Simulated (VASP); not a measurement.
Set up this calculation in VASP 6.6.1, as the native input.

```yaml
Task: single point
Functional: PBEsol
Potentials_or_basis: VASP PAW PBE potentials, release 64 (Sc_sv)
Cutoff: 520 eV
k_mesh: 10 × 10 × 10
Occupations: fermi-dirac, width 0.1 eV
Spin: no spin polarisation
Dipole_correction: no
Further_INCAR_settings: ALGO = Fast; EDIFF = 1e-07; NBANDS = 18
```

The structure of Sc lies in POSCAR:

```
Sc
1.0
    0.0000000000      3.0184218614      3.0184218614
    3.0184218614      0.0000000000      3.0184218614
    3.0184218614      3.0184218614      0.0000000000
Sc
2
Direct
    0.1250000000      0.1250000000      0.1250000000
    0.8750000000      0.8750000000      0.8750000000
```

This isn't the form of Sc at room conditions, which is hcp.

The input as run:

INCAR

```
SYSTEM = Sc
  PREC = Accurate
  ENCUT = 520
  EDIFF = 1E-7
  ISMEAR = -1
  SIGMA = 0.1
  LREAL = .False.
  LASPH = .True.
  NELM = 100
  ALGO = Fast
  ISIF = 2
  LWAVE = .False.
  LCHARG = .True.
  GGA = PS
  LELF = .True.
  LVHAR = .True.
  NBANDS = 18
```

KPOINTS

```
Automatic mesh
0
Gamma
  10 10 10
  0 0 0
```

Potentials or basis: VASP PAW PBE potentials, release 64 (Sc_sv).

Run with:

```bash
$ cat potpaw_PBE.64/Sc_sv/POTCAR > POTCAR
$ mpirun -np 1 vasp_std > vasp.out
```

It gave:

```
Pressure               : 1.8 GPa
Band gap on the k mesh : none (metal or under the smearing width)
```

Caveat: the PAW data sets were made with another functional, which shifts forces and pressure a little.

Wall time 48 s on 1 thread of Intel(R) Xeon(R) Platinum 8488C (Sapphire Rapids), on a shared host, peak memory 0.19 GiB.
